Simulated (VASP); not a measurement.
Si: relaxation of cell and atoms with LDA

Crystal: Si.

```
Si
1.0
     0.00000    2.71356    2.71356
     2.71356    0.00000    2.71356
     2.71356    2.71356    0.00000
Si
2
Direct
  0.75000 0.75000 0.75000
  0.50000 0.50000 0.50000
```

```
Program                : VASP 6.6.1
Task                   : relaxation of cell and atoms
Functional             : LDA
Potentials or basis    : VASP PAW LDA potentials, release 64 (Si)
Cutoff                 : 350 eV
k mesh                 : 6 × 6 × 6
Occupations            : gaussian, width 0.02 eV
Spin                   : no spin polarisation
Further INCAR settings : ALGO = Normal; EDIFF = 1e-07; IBRION = 2; EDIFFG = -0.002; NSW = 80; ISIF = 3
```

- Relaxed volume: 19.72 Å³/atom
- Relaxed cell: a = 3.821 Å, b = 3.821 Å, c = 3.821 Å, α = 60.00°, β = 60.00°, γ = 60.00°
- Space group after relaxing (to 0.05 Å): Fd-3m (No. 227)
- Energy gained by relaxing: 1.0 meV/atom
- Ionic steps: 3
- Pressure after relaxing: 0.0 GPa
- Band gap on the k mesh: 0.57 eV, indirect (least direct gap 2.53 eV)

Step by step:
| step | energy change (eV) | largest force (eV/Å) | pressure (GPa) | volume (Å³) |
| --- | --- | --- | --- | --- |
| 1 | 0.0000 | 0.0000 | -1.24 | 39.96 |
| 2 | -0.0010 | 0.0000 | 0.93 | 39.07 |
| 3 | -0.0020 | 0.0000 | 0.00 | 39.44 |

Final structure:
```yaml
crystal:
  lattice:
    - [0.00000, 2.70175, 2.70175]
    - [2.70175, 0.00000, 2.70175]
    - [2.70175, 2.70175, 0.00000]
  atoms:
    - { symbol: Si, position: [0.75000, 0.75000, 0.75000] }
    - { symbol: Si, position: [0.50000, 0.50000, 0.50000] }
```

Levels at points of the mesh, in eV from the valence-band top:
```
           k point  band 2  band 3  band 4  band 5  band 6  band 7
(0.00, 0.00, 0.00)    0.00    0.00    0.00    2.53    2.53    2.53
(0.50, 0.00, 0.00)   -7.07   -1.21   -1.21    1.48    3.28    3.28
(0.50, 0.50, 0.00)   -7.86   -2.90   -2.90    0.57    0.57   10.11
```

Run time: 7.3 s on 1 thread of AMD EPYC 7R43 64-Core Processor (Zen 3), on a shared host, peak memory 0.08 GiB.

A k mesh can miss the band edges. LDA gaps usually lie below the measured ones, often by a third to a half.
